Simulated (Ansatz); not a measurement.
# Rh: the cost of one run

Computed with Ansatz 0.2.0 (DFT PBE, scalar-relativistic, plane waves, PAW, unless a step's input says otherwise).

### Step 1. The system as given

Symmetry: Fm-3m, No. 225, cubic system. Conventional cell: a = 3.803 Å, b = 3.803 Å, c = 3.803 Å, α = 90.00°, β = 90.00°, γ = 90.00°. Around Rh (site symmetry m-3m) lie 12 Rh at 2.69 Å.

Structure file:

```cif
data_structure
_symmetry_space_group_name_H-M 'Fm-3m'
_symmetry_Int_Tables_number 225
_cell_length_a 3.8031
_cell_length_b 3.8031
_cell_length_c 3.8031
_cell_angle_alpha 90.000
_cell_angle_beta 90.000
_cell_angle_gamma 90.000
_cell_volume 55.01
loop_
_atom_site_label
_atom_site_type_symbol
_atom_site_symmetry_multiplicity
_atom_site_Wyckoff_symbol
_atom_site_fract_x
_atom_site_fract_y
_atom_site_fract_z
_atom_site_occupancy
Rh1 Rh 4 a 0.00000 0.00000 0.00000 1
```

No relaxation comes first: the listed cell is the starting point.

### Step 2. The reference cell

Reference values: F = -6402.8913 eV; pressure 5.79 GPa; largest force 0.000 eV/Å; gap on the mesh none (metal). It was computed beforehand with the settings of the runs below.

### Step 3. Next: a trigonal deformation path

At fixed volume and fractional coordinates, lengths along (0.577, 0.577, 0.577) are scaled against those across it; ρ is that ratio over its starting value.

### Step 4. Point ρ = 0.500

Contents of input.yaml:

```yaml
crystal:
  lattice:
    - [-0.7986009575, 1.597201915, 1.597201915]
    - [1.597201915, -0.7986009575, 1.597201915]
    - [1.597201915, 1.597201915, -0.7986009575]
  atoms:
    - { symbol: Rh, position: [0.0, 0.0, 0.0] }
basis:
  ecutwfc: 420
kpoints:
  mp_grid: { grid: [24, 24, 24] }
hamiltonian:
  xc: pbe
scf:
  occupations: { method: gaussian, width: 0.15 }
output:
  forces: true
  stress: true
  eigenvalues: true
```

The run is started by

```
$ ansatz run input.yaml --threads 1 --pin off --max-ram 2560MiB --backend cpu --events-out ev --progress --plain --runs-dir out
```

Q: Estimate wall time and peak memory on 1 thread of Arm Neoverse V1, shared host.

About 5.6 s, with a peak of 0.35 GiB.
